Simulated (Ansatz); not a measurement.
An element in the fcc structure gives these cold pressures by all-electron LAPW under PBE (Ansatz 0.2.0, scalar-relativistic, no spin polarisation).

| V (Å³/atom) | P (GPa) |
| --- | --- |
| 32.52 | 0.00 |
| 28.62 | 6.08 |
| 25.37 | 14.32 |
| 22.12 | 27.4 |
| 18.86 | 48.3 |
| 16.26 | 75.9 |
| 13.99 | 117.9 |

Which element is it?

Y. Its zero-pressure volume in this structure is near 32.5 Å³/atom; the volume and the steepness of P(V) together point to it, though neighbours can come close. Neighbours weren't tried against these numbers.
